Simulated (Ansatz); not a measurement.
Runs of Ansatz 0.2.0 on Ta. It takes space group P6_3/mmc (No. 194, hexagonal). The conventional cell has a = 2.900 Å, b = 2.900 Å, c = 5.166 Å, α = 90.00°, β = 90.00°, γ = 120.00°. Ta (site symmetry -6m2) has 12 Ta at 2.90 to 3.08 Å as nearest neighbours. This isn't the form of Ta at room conditions, which is bcc.

```tsv
level	potentials or basis	k mesh	cutoff (eV)	mesh quality	gap on the mesh (eV)	pressure (GPa)
PBE	Ansatz PAW earlier set	11 × 11 × 5	640	not flagged	none	(a)
PBE	Ansatz NC	11 × 11 × 5	1000	not flagged	none	-1.0
PBE	PseudoDojo stringent (PBE files)	11 × 11 × 5	1796	not flagged	none	(c)
RPBE	Ansatz PAW	6 × 6 × 3	420	coarse	none	2.0
PBEsol	Ansatz PAW	6 × 6 × 3	420	coarse	none	-7.7
LDA	Ansatz PAW	6 × 6 × 3	420	coarse	none	(b)
PBE	Ansatz PAW	11 × 11 × 5	420	not flagged	none	-1.0
r2SCAN	Ansatz PAW	6 × 6 × 3	500	coarse	none	-3.9
PBE	SPMS NC	11 × 11 × 5	463	not flagged	none	-1.0
BLYP	Ansatz PAW	6 × 6 × 3	420	coarse	none	4.2
revPBE	Ansatz PAW	6 × 6 × 3	420	coarse	none	1.1
PBE	JTH PAW	11 × 11 × 5	1290	not flagged	none	-1.0
```

Alike in all rows: task band structure; no spin polarisation; cell as given; smearing fermi-dirac 0.05 eV.

Task: Fill in the values left out.

Result: (a) -0.9; (b) -12.5; (c) -1.4.

Caveats: some runs use coarse meshes; spin-orbit coupling is left out, which moves the levels of the heavy elements; the PAW data sets come from PBE, with cores solved anew for the run's functional, which leaves a small shift of forces and pressure (some runs).

A k mesh can miss the band edges, and the runs leave out spin-orbit coupling on Ta.

A gap of «none» marks a metal or a gap under the smearing width.

The runs don't all hold the same shells in valence.
